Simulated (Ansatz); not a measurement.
Zincblende HgTe, relaxed with r2SCAN in Ansatz 0.2.0: the symmetry is F-43m (No. 216, cubic); a = 6.578 Å in the conventional setting, 35.58 Å³ an atom. Hg has 4 Te at 2.85 Å; Te has 4 Hg at 2.85 Å. The cell was then strained (x, y and z are the cube axes), with the atoms relaxed again; stress is positive in compression. No spin polarisation and no zero-point or thermal motion.

- Isotropic -1.0 % on every length: the pressure changes by +1.29 GPa.
- Epitaxial strain of -2.0 % in the (001) plane: the free normal strain is +2.67 % and the in-plane stress changes by +0.79 GPa.
- Uniaxial strain of +1.12 % along [111], atoms relaxed: the xy stress changes by -0.152 GPa.

Task: What bulk modulus does the isotropic step give?

Result: Δ ln V = 3 ln(0.9900) = -0.0302, so B ≈ −ΔP/Δ ln V = 43 GPa.

Task: What do the film's normal strain and stress say about the elastic constants?

Result: ε⊥/ε∥ = (+0.0267)/(-0.0200) = -1.33, which linear elasticity sets to −2C₁₂/C₁₁. The biaxial modulus is M = −Δσ/ε∥ = 40 GPa.

Task: How much elastic energy does the film store, with 35.58 Å³ an atom?

Result: u = M ε∥² = −Δσ ε∥ = -0.79 × (-0.0200) = 0.0158 GPa, and 1 GPa Å³ is 6.2415 meV: 3.51 meV an atom. The total energies of the two runs differ by 3.12 meV an atom.

Task: Estimate C₄₄.

Result: A strain ε along [111] has ε_xy = ε/3 = +0.00373, an engineering shear of 2ε/3, so C₄₄ ≈ −Δσ_xy/(2ε/3) = 20 GPa, atoms relaxed.
